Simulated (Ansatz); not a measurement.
KCl, DFT, PBEsol, all-electron LAPW, scalar-relativistic (Ansatz 0.2.0), run on 1 thread of Arm Neoverse V2 on a shared host.

The cell is a measured one (Crystallography Open Database entry 9003114); the temperature and pressure of the measurement aren't taken into account, and nothing was relaxed. The listed cell was then made from it by scaling, straining or moving an atom.

Command: `ansatz run input.yaml --threads 1 --pin off --max-ram 3072MiB --backend cpu --events-out ev --progress --plain --runs-dir out`

```yaml
crystal:
  lattice:
    - [-0.063122, 3.124539, 3.124539]
    - [3.124539, -0.063122, 3.124539]
    - [3.124539, 3.124539, -0.063122]
  atoms:
    - { symbol: K, position: [0.0, 0.0, 0.0] }
    - { symbol: Cl, position: [0.5, 0.5, 0.5] }
kpoints:
  mp_grid: { grid: [7, 7, 7] }
  band_path:
    path:
      - [0.0, 0.0, 0.0]
      - [0.5, 0.5, 0.5]
      - [0.2551801333, 0.5, 0.7448198667]
      - [-0.2551801333, 0.2551801333, 0.5]
      - [0.0, 0.0, 0.5]
      - [0.0, 0.0, 0.0]
      - [-0.3775900666, 0.0, 0.3775900666]
      - [0.0, 0.3775900666, 0.6224099334]
      - [0.0, 0.5, 0.5]
    npoints: 5
scf:
  occupations: { method: fermi_dirac, width: 0.03 }
hamiltonian:
  xc: pbesol
  pseudopotentials: { kind: all_electron, lapw: { basis_error: 0.0005 } }
output:
  forces: true
  stress: true
  eigenvalues: true
```

How large is the problem that the program sets up?

44 irreducible k-points, 271 plane waves at Γ, 16 bands.

About how long does it take, and how much memory does it use?

6.3 s of wall time for 6 SCF iterations, with a peak of 0.27 GiB. Times on shared machines scatter by tens of per cent.
